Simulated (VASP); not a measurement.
# Ti15Si32 (a cell with a defect) in VASP: relaxation of the atoms with PBE

Aim: the relaxation of the atoms of Ti15Si32 (a cell with a defect) with PBE.

All numbers are computed with VASP 6.6.1; they aren't measurements. Logs are shortened: lines on timing, memory, paths and dates and some standing lists are left out, and cuts for length are marked.

**1. The crystal as given**

The cell holds a defect, 47 atoms: a = 9.546 Å, b = 8.236 Å, c = 8.523 Å, α = 90.00°, β = 90.00°, γ = 90.00°.

**2. Relaxation of the atoms, PBE**

Contents of INCAR:

```
PREC = Accurate
ENCUT = 520
EDIFF = 1E-6
ISMEAR = 1
SIGMA = 0.1
LREAL = F
LASPH = T
NELM = 100
ALGO = Normal
ISIF = 2
LWAVE = F
LCHARG = F
GGA = PE
IBRION = 2
NSW = 60
EDIFFG = -0.02
```

Contents of KPOINTS:

```
regular mesh
0
Gamma
  3 3 3
```

Contents of POSCAR:

```
Ti15Si32
1.0
    9.5460000000      0.0000000000      0.0000000000
    0.0000000000      8.2360000000      0.0000000000
    0.0000000000      0.0000000000      8.5230000000
Ti Si
15 32
Direct
    0.1250000000      0.2500000000      0.7500000000
    0.1250000000      0.7500000000      0.2500000000
    0.3750000000      0.7500000000      0.7500000000
    0.6250000000      0.2500000000      0.7500000000
    0.6250000000      0.7500000000      0.2500000000
    0.8750000000      0.2500000000      0.2500000000
    0.3750000000      0.2500000000      0.2500000000
    0.7500000000      0.5000000000      0.5000000000
    0.0000000000      0.0000000000      0.5000000000
    0.2500000000      0.5000000000      0.5000000000
    0.5000000000      0.0000000000      0.5000000000
    0.5000000000      0.5000000000      0.0000000000
    0.7500000000      0.0000000000      0.0000000000
    0.2500000000      0.0000000000      0.0000000000
    0.9375000000      0.6250000000      0.8750000000
    0.6250000000      0.0830000000      0.2500000000
    0.8750000000      0.5830000000      0.2500000000
    0.8750000000      0.0830000000      0.7500000000
    0.1250000000      0.0830000000      0.2500000000
    0.3750000000      0.5830000000      0.2500000000
    0.3750000000      0.0830000000      0.7500000000
    0.6250000000      0.5830000000      0.7500000000
    0.1250000000      0.5830000000      0.7500000000
    0.6250000000      0.4170000000      0.2500000000
    0.8750000000      0.9170000000      0.2500000000
    0.8750000000      0.4170000000      0.7500000000
    0.1250000000      0.4170000000      0.2500000000
    0.3750000000      0.9170000000      0.2500000000
    0.3750000000      0.4170000000      0.7500000000
    0.6250000000      0.9170000000      0.7500000000
    0.1250000000      0.9170000000      0.7500000000
    0.7500000000      0.1670000000      0.5000000000
    0.0000000000      0.6670000000      0.5000000000
    0.0000000000      0.1670000000      0.0000000000
    0.2500000000      0.1670000000      0.5000000000
    0.5000000000      0.6670000000      0.5000000000
    0.5000000000      0.1670000000      0.0000000000
    0.7500000000      0.6670000000      0.0000000000
    0.2500000000      0.6670000000      0.0000000000
    0.7500000000      0.8330000000      0.5000000000
    0.0000000000      0.3330000000      0.5000000000
    0.0000000000      0.8330000000      1.0000000000
    0.2500000000      0.8330000000      0.5000000000
    0.5000000000      0.3330000000      0.5000000000
    0.5000000000      0.8330000000      0.0000000000
    0.7500000000      0.3330000000      0.0000000000
    0.2500000000      0.3330000000      0.0000000000
```

Potentials or basis: VASP PAW PBE potentials, release 64 (Ti_sv, Si).

Run with:

```
cat potpaw_PBE.64/Ti_sv/POTCAR potpaw_PBE.64/Si/POTCAR > POTCAR
mpirun -np 8 vasp_std > vasp.out
```

OUTCAR:

```text
PREC = Accurate
   ENCUT = 520
   EDIFF = 1E-6
   ISMEAR = 1
   LREAL = F
   LASPH = T
   NELM = 100
   ISIF = 2
   GGA = PE
   IBRION = 2
   NSW = 60
   EDIFFG = -0.02

 ion  position               nearest neighbor table
   1  0.125  0.250  0.750-  34 2.54  35 2.54  41 2.54  47 2.54  23 2.74  31 2.74  18 2.75  26 2.75
                            29 2.75  21 2.75
   2  0.125  0.750  0.250-  33 2.54  39 2.54  42 2.54  43 2.54  19 2.74  27 2.74  20 2.75  25 2.75
                            17 2.75  28 2.75
   3  0.375  0.750  0.750-  36 2.54  39 2.54  43 2.54  45 2.54  21 2.74  29 2.74  23 2.75  22 2.75
                            30 2.75  31 2.75
   4  0.625  0.250  0.750-  32 2.54  37 2.54  44 2.54  46 2.54  22 2.74  30 2.74  18 2.75  26 2.75
                            29 2.75  21 2.75
   5  0.625  0.750  0.250-  36 2.54  38 2.54  40 2.54  45 2.54  16 2.74  24 2.74  20 2.75  17 2.75
                            25 2.75  28 2.75
   6  0.875  0.250  0.250-  32 2.54  34 2.54  41 2.54  46 2.54  17 2.74  25 2.74  19 2.75  24 2.75
                            16 2.75  27 2.75
   7  0.375  0.250  0.250-  35 2.54  37 2.54  44 2.54  47 2.54  20 2.74  28 2.74  16 2.75  24 2.75
                            27 2.75  19 2.75
   8  0.750  0.500  0.500-  17 2.54  22 2.54  24 2.54  26 2.54  32 2.74  40 2.74  36 2.75  33 2.75
                            41 2.75  44 2.75
   9  0.000  0.000  0.500-  18 2.54  19 2.54  25 2.54  31 2.54  33 2.74  41 2.74  35 2.75  40 2.75
                            32 2.75  43 2.75
  10  0.250  0.500  0.500-  20 2.54  23 2.54  27 2.54  29 2.54  35 2.74  43 2.74  36 2.75  41 2.75
                            33 2.75  44 2.75
  11  0.500  0.000  0.500-  16 2.54  21 2.54  28 2.54  30 2.54  36 2.74  44 2.74  32 2.75  40 2.75
                            43 2.75  35 2.75
  12  0.500  0.500  0.000-  20 2.54  22 2.54  24 2.54  29 2.54  37 2.74  45 2.74  39 2.75  38 2.75
                            46 2.75  47 2.75
  13  0.750  0.000  0.000-  16 2.54  18 2.54  25 2.54  30 2.54  38 2.74  46 2.74  34 2.75  42 2.75
                            45 2.75  37 2.75
  14  0.250  0.000  0.000-  19 2.54  21 2.54  28 2.54  31 2.54  39 2.74  47 2.74  34 2.75  42 2.75
                            45 2.75  37 2.75
  15  0.938  0.625  0.875-  26 2.10  42 2.10  38 2.11  23 2.11
  16  0.625  0.083  0.250-  11 2.54  13 2.54  32 2.54  37 2.54   5 2.74  25 2.75  28 2.75  24 2.75
                             7 2.75   6 2.75
  17  0.875  0.583  0.250-   8 2.54  33 2.54  38 2.54   6 2.74  24 2.75  27 2.75  25 2.75   5 2.75
                             2 2.75
  18  0.875  0.083  0.750-   9 2.54  13 2.54  32 2.54  34 2.54  30 2.75  31 2.75  26 2.75   4 2.75
                             1 2.75
  19  0.125  0.083  0.250-   9 2.54  14 2.54  34 2.54  35 2.54   2 2.74  25 2.75  28 2.75  27 2.75
                             7 2.75   6 2.75
  20  0.375  0.583  0.250-  10 2.54  12 2.54  36 2.54  39 2.54   7 2.74  24 2.75  27 2.75  28 2.75
                             2 2.75   5 2.75
  21  0.375  0.083  0.750-  11 2.54  14 2.54  35 2.54  37 2.54   3 2.74  30 2.75  31 2.75  29 2.75
                             4 2.75   1 2.75
  22  0.625  0.583  0.750-   8 2.54  12 2.54  36 2.54  38 2.54   4 2.74  26 2.75  29 2.75  30 2.75
                             3 2.75
  23  0.125  0.583  0.750-  15 2.11  10 2.54  33 2.54  39 2.54   1 2.74  26 2.75  29 2.75  31 2.75
                             3 2.75
  24  0.625  0.417  0.250-   8 2.54  12 2.54  44 2.54  46 2.54   5 2.74  17 2.75  20 2.75  16 2.75
[... 33 lines left out ...]
  41  0.000  0.333  0.500-   1 2.54   6 2.54  26 2.54  27 2.54   9 2.74  32 2.75  35 2.75  33 2.75
                            10 2.75   8 2.75
  42  0.000  0.833  0.000-  15 2.10   2 2.54  25 2.54  31 2.54  38 2.75  39 2.75  34 2.75  13 2.75
[... 262 lines left out ...]
 non-spin polarized calculation
 Methfessel and Paxton  Order N= 1 SIGMA  =   0.10
  energy-cutoff  :      520.00
  volume of cell :      670.09
 maximum number of plane-waves:     18068
   NGX = 35   NGY = 31   NGZ = 31

--------------------------------------- Ionic step        1  -------------------------------------------

 number of electron     308.0000004 magnetization

 Free energy of the ion-electron system (eV)
  ---------------------------------------------------
  ext. energy  EPLUGINS =         0.00000000
  ---------------------------------------------------
  free energy    TOTEN  =      -306.74983641 eV

  energy without entropy =     -306.74858750  energy(sigma->0) =     -306.74942011

 E-fermi :   9.9979     XC(G=0): -11.5940

 val. band max:        9.9939984914   @ k =   0.0000   0.3333   0.0000
 cond. band min:      10.0019245604   @ k =  -0.3333   0.3333  -0.3333
 fundamental gap:      0.0079260690
 Fermi energy:         9.9978607273

 k-point     1 :       0.0000    0.0000    0.0000
  band No.  band energies     occupation
      1     -46.3978      2.00000
      2     -46.3906      2.00000
      3     -46.3321      2.00000
      4     -46.3320      2.00000
      5     -46.3163      2.00000
      6     -46.3131      2.00000
[... 2355 lines left out ...]
    165      10.9088     -0.00000
    166      10.9632     -0.00000
 [bands above 166 left out]

------------------------ aborting loop because EDIFF is reached ----------------------------------------

  FORCE on cell =-STRESS in cart. coord.  units (eV):
  Direction    XX          YY          ZZ          XY          YZ          ZX
  --------------------------------------------------------------------------------------
  -------------------------------------------------------------------------------------
  Total       21.2122096     18.9164857     19.4125551      2.8488340     11.9430182     -7.1701616
  in kB       50.7184808     45.2293954     46.4154994      6.8115738     28.5558057    -17.1438859
  external PRESSURE =      47.4544585 kB  Pullay stress =       0.0000000 kB
[... 224 lines left out ...]
  FREE ENERGIE OF THE ION-ELECTRON SYSTEM (eV)
  ---------------------------------------------------
  free  energy   TOTEN  =      -309.7980371877 eV

  energy  without entropy=     -309.7969222717  energy(sigma->0) =     -309.79766555

[... ionic steps 4 to 17 ...]

--------------------------------------- Ionic step       18  -------------------------------------------

 number of electron     307.9999993 magnetization

------------------------ aborting loop because EDIFF is reached ----------------------------------------
[... 157 lines left out ...]
--------------------------------------- Ionic step       20  -------------------------------------------

 number of electron     307.9999994 magnetization

 Free energy of the ion-electron system (eV)
  ---------------------------------------------------
  ext. energy  EPLUGINS =         0.00000000
  ---------------------------------------------------
  free energy    TOTEN  =      -310.48593474 eV

  energy without entropy =     -310.48027808  energy(sigma->0) =     -310.48404918

 E-fermi :  10.0374     XC(G=0): -11.6023

 val. band max:       10.0239363465   @ k =   0.0000   0.3333   0.3333
 cond. band min:      10.0418278318   @ k =  -0.3333   0.0000   0.3333
 fundamental gap:      0.0178914854
 Fermi energy:        10.0373955933

 k-point     1 :       0.0000    0.0000    0.0000
  band No.  band energies     occupation
      1     -47.0356      2.00000
      2     -46.3899      2.00000
      3     -46.3850      2.00000
      4     -46.3141      2.00000
      5     -46.3140      2.00000
      6     -46.2872      2.00000
[... 1975 lines left out ...]
    123       7.9077      2.00000
    124       7.9246      2.00000
    125       7.9767
```

Wall time 2.7 h (8 MPI ranks of AMD EPYC 7R13 (Zen 3), shared host); peak memory 0.36 GiB.

Results:

* Free energy: -310.4859 eV
* Energy gained by relaxing: 79.5 meV/atom
* Ionic steps: 20
* Pressure after relaxing: 2.8 GPa
* Largest force after relaxing: 0.014 eV/Å
* Band gap on the k mesh: none (metal or under the smearing width)

Forces on the atoms (eV/Å):
```
Ti   0.001  0.003 -0.003
Ti   0.003  0.004  0.004
Ti  -0.001 -0.003  0.003
Ti  -0.004  0.000  0.003
Ti   0.005  0.000 -0.013
Ti  -0.002 -0.008 -0.003
Ti  -0.002 -0.004  0.007
Ti  -0.003 -0.004 -0.004
Ti   0.002  0.008  0.003
Ti  -0.005  0.000  0.013
Ti   0.002  0.004 -0.007
Ti   0.001  0.003 -0.003
Ti  -0.001 -0.003  0.003
Ti   0.004  0.000 -0.003
Ti   0.000  0.000  0.000
Si   0.000  0.000  0.004
Si  -0.003 -0.005 -0.001
Si  -0.003  0.000 -0.002
Si   0.001  0.002  0.005
Si   0.003  0.000 -0.007
Si   0.002 -0.007 -0.005
Si  -0.002 -0.001  0.000
Si   0.004 -0.006 -0.012
Si  -0.001  0.005  0.004
Si  -0.003  0.005  0.000
Si   0.004  0.004  0.006
Si  -0.006 -0.005  0.002
Si  -0.001 -0.005 -0.005
Si  -0.003  0.001  0.001
Si   0.008  0.003 -0.004
Si  -0.004 -0.004  0.002
Si  -0.001 -0.002 -0.005
Si   0.003  0.005  0.001
Si   0.003  0.000  0.002
Si   0.000  0.000 -0.004
Si  -0.003  0.000  0.007
Si  -0.002  0.007  0.005
Si  -0.004  0.006  0.012
Si   0.002  0.001  0.000
Si   0.006  0.005 -0.002
Si   0.003 -0.005  0.000
Si  -0.004 -0.004 -0.006
Si   0.001 -0.005 -0.004
Si   0.001  0.005  0.005
Si   0.003 -0.001 -0.001
Si   0.004  0.004 -0.002
Si  -0.008 -0.003  0.004
```

Stress tensor (GPa, compression positive):
```
 2.79  0.42 -2.18
 0.42  2.68  1.11
-2.18  1.11  2.97
```

The path:
| step | energy change (eV) | largest force (eV/Å) | pressure (GPa) |
| --- | --- | --- | --- |
| 1 | 0.0000 | 5.7163 | 4.75 |
| 2 | -3.0400 | 1.5482 | 3.69 |
| 3 | -3.0482 | 1.6923 | 3.69 |
| 4 | -3.4145 | 0.5307 | 3.47 |
| 5 | -3.4233 | 0.6138 | 3.46 |
| 6 | -3.5679 | 0.3810 | 3.30 |
| 7 | -3.6188 | 0.2987 | 3.19 |
| 8 | -3.6762 | 0.1817 | 3.07 |
| 9 | -3.6866 | 0.2248 | 3.01 |
| 10 | -3.7107 | 0.0977 | 2.94 |
| 11 | -3.7164 | 0.1559 | 2.89 |
| 12 | -3.7269 | 0.0714 | 2.85 |
| 13 | -3.7282 | 0.0736 | 2.84 |
| 14 | -3.7327 | 0.0491 | 2.82 |
| 15 | -3.7328 | 0.0560 | 2.82 |
| 16 | -3.7350 | 0.0223 | 2.81 |
| 17 | -3.7352 | 0.0335 | 2.81 |
| 18 | -3.7358 | 0.0291 | 2.81 |
| 19 | -3.7358 | 0.0263 | 2.81 |
| 20 | -3.7361 | 0.0143 | 2.81 |

Final structure:
```cif
data_structure
_symmetry_space_group_name_H-M 'P 1'
_symmetry_Int_Tables_number 1
_cell_length_a 9.5460
_cell_length_b 8.2360
_cell_length_c 8.5230
_cell_angle_alpha 90.000
_cell_angle_beta 90.000
_cell_angle_gamma 90.000
_cell_volume 670.09
loop_
_atom_site_label
_atom_site_type_symbol
_atom_site_fract_x
_atom_site_fract_y
_atom_site_fract_z
_atom_site_occupancy
Ti1 Ti 0.12456 0.24552 0.74543 1
Ti2 Ti 0.12014 0.75187 0.25135 1
Ti3 Ti 0.38178 0.74764 0.75219 1
Ti4 Ti 0.62489 0.24347 0.74909 1
Ti5 Ti 0.62338 0.75550 0.26125 1
Ti6 Ti 0.87067 0.24832 0.25108 1
Ti7 Ti 0.37203 0.25474 0.24738 1
Ti8 Ti 0.75486 0.49813 0.49865 1
Ti9 Ti 0.00433 0.00168 0.49892 1
Ti10 Ti 0.25162 0.49450 0.48875 1
Ti11 Ti 0.50297 0.99526 0.50262 1
Ti12 Ti 0.49322 0.50236 0.99781 1
Ti13 Ti 0.75044 0.00448 0.00457 1
Ti14 Ti 0.25011 0.00653 0.00091 1
Ti15 Ti 0.93750 0.62500 0.87500 1
Si1 Si 0.62359 0.09041 0.25285 1
Si2 Si 0.87944 0.59048 0.23500 1
Si3 Si 0.87503 0.07184 0.74968 1
Si4 Si 0.12246 0.09114 0.24906 1
Si5 Si 0.37408 0.59122 0.24829 1
Si6 Si 0.37569 0.08371 0.74972 1
Si7 Si 0.63221 0.57614 0.75135 1
Si8 Si 0.15409 0.57107 0.74066 1
Si9 Si 0.62598 0.41817 0.24607 1
Si10 Si 0.86883 0.90952 0.26080 1
Si11 Si 0.87216 0.37057 0.73549 1
Si12 Si 0.11295 0.42524 0.23177 1
Si13 Si 0.37148 0.91620 0.25309 1
Si14 Si 0.37919 0.40516 0.74353 1
Si15 Si 0.62476 0.91311 0.75477 1
Si16 Si 0.12521 0.89917 0.75524 1
Si17 Si 0.75254 0.15886 0.50094 1
Si18 Si 0.99556 0.65952 0.51500 1
Si19 Si 0.99997 0.17816 0.00032 1
Si20 Si 0.25141 0.15959 0.49715 1
Si21 Si 0.50092 0.65878 0.50171 1
Si22 Si 0.49931 0.16629 0.00028 1
Si23 Si 0.72091 0.67893 0.00934 1
Si24 Si 0.24279 0.67386 0.99865 1
Si25 Si 0.76205 0.82476 0.51823 1
Si26 Si 0.00617 0.34048 0.48920 1
Si27 Si 0.00284 0.87943 0.01451 1
Si28 Si 0.24902 0.83183 0.50393 1
Si29 Si 0.50352 0.33380 0.49691 1
Si30 Si 0.49581 0.84484 0.00647 1
Si31 Si 0.74979 0.35083 0.99476 1
Si32 Si 0.25024 0.33689 0.99523 1
```

Levels at points of the mesh, in eV from the Fermi level:
```tsv
k point	band 151	band 152	band 153	band 154	band 155	band 156	band 157	band 158
(0.00, 0.00, 0.00)	-0.21	-0.15	0.03	0.26	0.29	0.29	0.41	0.59
```
